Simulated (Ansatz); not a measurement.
Crystal: HfO2.

```
CELL_PARAMETERS angstrom
5.11800 0.00000 0.00000
0.00000 5.18570 0.00000
-0.85866 0.00000 5.21387
ATOMIC_POSITIONS crystal
Hf 0.27550 0.46030 0.70800
Hf 0.72450 0.96030 0.79200
Hf 0.72450 0.53970 0.29200
Hf 0.27550 0.03970 0.20800
O 0.07420 0.16840 0.84670
O 0.92580 0.66840 0.65330
O 0.92580 0.83160 0.15330
O 0.07420 0.33160 0.34670
O 0.44870 0.74190 0.98010
O 0.55130 0.24190 0.51990
O 0.55130 0.25810 0.01990
O 0.44870 0.75810 0.48010
```

Base run:

```yaml
Program: Ansatz 0.2.0
Functional: PBE
Potentials_or_basis: Ansatz PAW earlier set
Cutoff: "930 eV (not typed: the program's choice for these potentials)"
k_mesh: 5 × 5 × 5
Occupations: fermi-dirac, width 0.05 eV
Spin: no spin polarisation
```

Its results: band gap on the k mesh 4.20 eV, indirect (least direct gap 4.26 eV); pressure 5.9 GPa; largest force 0.482 eV/Å.

The run is repeated on the same cell with these changes: potentials or basis from Ansatz PAW earlier set to PseudoDojo stringent (PBE files); cutoff from 930 eV (not typed: the program's choice for these potentials) to 1796 eV. What comes out?

Band gap on the k mesh 4.21 eV, indirect (least direct gap 4.27 eV); pressure 5.1 GPa; largest force 0.473 eV/Å.

Caveats: odd divisions of the mesh miss points on the zone boundary, where band edges often lie, so the gap on the mesh can be too wide; spin-orbit coupling is left out, which moves the levels of the heavy elements.

A k mesh can miss the band edges.
